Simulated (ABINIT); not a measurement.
Write the native input for ABINIT 10.8.3 (patched build) that does the following.

- Task: single point
- Functional: PBE0
- Potentials or basis: SPMS NC PBE v1.0
- Cutoff: 952 eV
- k mesh: 6 × 6 × 6
- Occupations: fermi-dirac, width 0.05 eV
- Spin: no spin polarisation
- Share of exact exchange: 0.5
- Most SCF steps: 60
- Thinning of the exchange mesh (fockdownsampling): 2 × 2 × 2

The system is GaN.

```
CELL_PARAMETERS angstrom
0.00000 2.25350 2.25350
2.25350 0.00000 2.25350
2.25350 2.25350 0.00000
ATOMIC_POSITIONS crystal
Ga 0.00000 0.00000 0.00000
N 0.25000 0.25000 0.25000
```

The cell is a database's computed one.

These files were run (other wordings do the same):

run.abi

```
pp_dirpath "./"
pseudos "31_Ga_13_1.9_2.4_pbe_n_v1.0.psp8, 07_N_5_1.2_1.4_pbe_n_v1.0.psp8"

acell 6.0224269985 6.0224269985 6.0224269985
rprim
     0.0000000000     0.7071067812     0.7071067812
     0.7071067812     0.0000000000     0.7071067812
     0.7071067812     0.7071067812     0.0000000000
ntypat 2
znucl 31 7
natom 2
typat 1 2
xcart
     0.0000000000     0.0000000000     0.0000000000
     2.1292494849     2.1292494849     2.1292494849

ecut 35.0

kptopt 1
ngkpt 6 6 6
nshiftk 1
shiftk 0.0 0.0 0.0

ixc 41
fockdownsampling 2 2 2
hyb_mixing 0.5

nband 13
occopt 3
tsmear 0.05 eV

nstep 60
toldfe 1.0e-7

iomode 3
prtwf 0
prteig 0
prtebands 0
enunit 1
prtvol 2
prtden 1
prtvha 1
prtvclmb 1
prtpot 1
prtelf 1
```

Potentials or basis: SPMS NC PBE v1.0.

Command:

```console
$ mpirun --bind-to none -np 4 abinit run.abi > log 2>&1
```

Results of the run:

```
Band gap on the k mesh                                : 5.77 eV, direct
Valence electrons inside the program's atomic spheres : Ga 10.86; N 5.27
```

Caveat: exact exchange is summed on a coarse mesh, which widens gaps by tenths of an eV.

Wall time 16 min on 4 MPI ranks on Arm Neoverse V2, on a shared host, peak memory 0.28 GiB a rank.
